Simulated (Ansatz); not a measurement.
Set up this calculation in Ansatz 0.2.0, as the native input.

```yaml
Task: phonons
Functional: PBE
Potentials_or_basis: all-electron LAPW, scalar-relativistic
Cutoff: 56 eV (chosen from the basis error)
Basis_error_allowed: 0.001 eV/atom
k_mesh: 6 × 6 × 6
Occupations: methfessel-paxton, width 0.2 eV
Spin: no spin polarisation
Phonon_path: "[\"G\", \"H\", \"N\", \"G\", \"P\", \"H\"]"
```

The system is Rb.

```
Rb
1.0
    -2.80250    2.80250    2.80250
     2.80250   -2.80250    2.80250
     2.80250    2.80250   -2.80250
Rb
1
Direct
  0.00000 0.00000 0.00000
```

These files were run (other wordings do the same):

input.yaml

```yaml
crystal:
  lattice:
    - [-2.8025, 2.8025, 2.8025]
    - [2.8025, -2.8025, 2.8025]
    - [2.8025, 2.8025, -2.8025]
  atoms:
    - { symbol: Rb, position: [0.0, 0.0, 0.0] }
kpoints:
  mp_grid: { grid: [6, 6, 6] }
scf:
  occupations: { method: methfessel_paxton, width: 0.2 }
hamiltonian:
  xc: pbe
  pseudopotentials: { kind: all_electron, lapw: { basis_error: 0.001 } }
output: {}
phonons:
  method: fd
  supercell: [2, 2, 2]
  qpath:
    path:
      - [0.0, 0.0, 0.0]
      - [0.5, -0.5, 0.5]
      - [0.0, 0.0, 0.5]
      - [0.0, 0.0, 0.0]
      - [0.25, 0.25, 0.25]
      - [0.5, -0.5, 0.5]
    npoints: 8
```

Potentials or basis: all-electron LAPW, scalar-relativistic.

Run with:

```bash
$ ansatz run input.yaml --threads 1 --pin off --max-ram 3072MiB --backend cpu --events-out ev --progress --plain --runs-dir out
```

Wall time 22 s on 1 thread of Arm Neoverse V1, on a shared host, peak memory 0.36 GiB.
